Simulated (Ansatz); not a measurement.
**HfO2: frozen normal mode**

Computed with DFT PBE, scalar-relativistic, plane waves, PAW (Ansatz 0.2.0). Cutoff 420 eV, Γ-centred 8×8×8 k-points, Gaussian smearing of 0.05 eV. Spin–orbit coupling is left out, which matters for the heavy elements here. No spin polarisation. Energies are free energies at this smearing, counted from the undisturbed cell; pressure is positive in compression.

The starting cell (as given, not relaxed at this level; it stands at -2.5 GPa; this fluorite-type form isn't the usual structure):

```
Hf O
1.0
     0.00000    2.55750    2.55750
     2.55750    0.00000    2.55750
     2.55750    2.55750    0.00000
Hf O
1 2
Direct
  0.00000 0.00000 0.00000
  0.25000 0.25000 0.25000
  0.75000 0.75000 0.75000
```

A zone-centre mode of this cell is frozen in: each atom moves by x times its row below, so x is the largest displacement.
```
atom ux uy uz
 Hf1  -0.103  -0.103  -0.103
  O2   0.577   0.577   0.577
  O3   0.577   0.577   0.577
```

| x (Å) | ΔE (meV/cell) | force along the mode (eV/Å) | pressure (GPa) | gap on the mesh (eV) |
| --- | --- | --- | --- | --- |
| -0.2000 | ? | 1.94 | 3.3 | ? |
| -0.1000 | 31.7 | 0.68 | -1.1 | 3.76 |
| 0.0000 | 0.0 | 0.00 | -2.5 | 3.72 |
| 0.0250 | 1.8 | -0.15 | -2.4 | 3.72 |
| 0.0500 | 7.5 | ? | ? | 3.73 |
| 0.0750 | 17.2 | -0.48 | -1.7 | 3.75 |
| 0.1250 | 51.7 | -0.92 | -0.3 | 3.79 |
| 0.1500 | 78.1 | -1.20 | 0.7 | 3.82 |
| 0.1750 | 112.3 | -1.54 | 1.9 | 3.85 |

By symmetry 0.2000 repeats -0.2000, -0.1500 repeats 0.1500, 0.1000 repeats -0.1000, -0.0500 repeats 0.0500 in energy, with the opposite slope along the path.

Problem. Give the withheld values.

Solution. ΔE (meV/cell) at x (Å) = -0.2000: 155.7; gap on the mesh (eV) at x (Å) = -0.2000: 3.89; force along the mode (eV/Å) at x (Å) = 0.0500: -0.30; pressure (GPa) at x (Å) = 0.0500: -2.1.